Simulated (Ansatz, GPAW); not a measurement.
Given: the input of a run of Ansatz 0.2.0 on MnS. The cell is a database's computed one, not the measured one.

Contents of input.yaml:

```yaml
crystal:
  lattice:
    - [1.829996015, 1.0565486919, 2.9709202767]
    - [-1.829996015, 1.0565486919, 2.9709202767]
    - [0.0, -2.1130973838, 2.9709202767]
  atoms:
    - { symbol: S, position: [0.5, 0.5000000001, 0.5] }
    - { symbol: Mn, position: [0.0, 0.0, 0.0], spin: 4.0 }
kpoints:
  mp_grid: { grid: [9, 9, 9] }
scf:
  occupations: { method: gaussian, width: 0.1 }
hamiltonian:
  xc: pbe
  pseudopotentials: { kind: all_electron, lapw: { basis_error: 0.001 } }
magnetization:
  spin_polarized: true
output:
  forces: true
  stress: true
  eigenvalues: true
```

Potentials or basis: all-electron LAPW, scalar-relativistic.

The run is started by

```console
$ ansatz run input.yaml --threads 2 --pin off --max-ram 6144MiB --backend cpu --events-out ev --progress --plain --runs-dir out
```

Problem. Translate it to GPAW 26.7.0 (ASE script). Potentials or basis there: GPAW PAW data sets (gpaw-data 1.2.1), cutoff 600 eV.

Solution. As run (cutoffs and basis follow the program's own potentials, and thresholds, step limits or extra output files can differ):

The input run.py:

```python
from ase import Atoms
from ase.dft.bandgap import bandgap
from ase.io import write
from ase.units import GPa
from gpaw import GPAW, PW

atoms = Atoms(['S', 'Mn'],
              cell=[[1.829996015, 1.0565486919, 2.9709202767],
                    [-1.829996015, 1.0565486919, 2.9709202767],
                    [0.0, -2.1130973838, 2.9709202767]],
              scaled_positions=[[0.5, 0.5000000001, 0.5],
                                [0.0, 0.0, 0.0]],
              pbc=True)
atoms.set_initial_magnetic_moments([0.0, 4.0])

calc = GPAW(mode=PW(600),
            xc='PBE',
            kpts={'size': (9, 9, 9), 'gamma': True},
            occupations={'name': 'methfessel-paxton', 'order': 0, 'width': 0.1},
            nbands=21,
            convergence={'density': 1e-05, 'energy': 1e-05},
            maxiter=150,
            txt='gpaw.txt')
atoms.calc = calc
energy = atoms.get_potential_energy()
forces = atoms.get_forces()
stress = atoms.get_stress()
calc.write('gs.gpw')
write('result.traj', atoms)
print(f'Energy: {energy:.6f} eV')
print('Forces (eV/A):')
print(forces.round(4))
print('Stress (GPa):', (stress / GPa).round(3))
print('Moments:', calc.get_magnetic_moments().round(3))
print('Fermi level:', round(calc.get_fermi_level(), 4), 'eV')
print(f'Gap: {bandgap(calc)[0]:.4f} eV, direct: {bandgap(calc, direct=True)[0]:.4f} eV')
```

Potentials or basis: GPAW PAW data sets (gpaw-data 1.2.1), pw.

Launch:

```console
$ OMP_NUM_THREADS=1 python run.py
```

Both were run:

|  | Ansatz | GPAW |
| --- | --- | --- |
| Pressure | -1.5 GPa | -1.6 GPa |
| Net moment | 4.66 μB per cell | 4.64 μB per cell |

Where Ansatz's input types no cutoff or centring, it takes its own default and a Γ-centred mesh.

The magnetic state is the one that the start led to; the real crystal's order can differ.

Pressure is positive in compression.
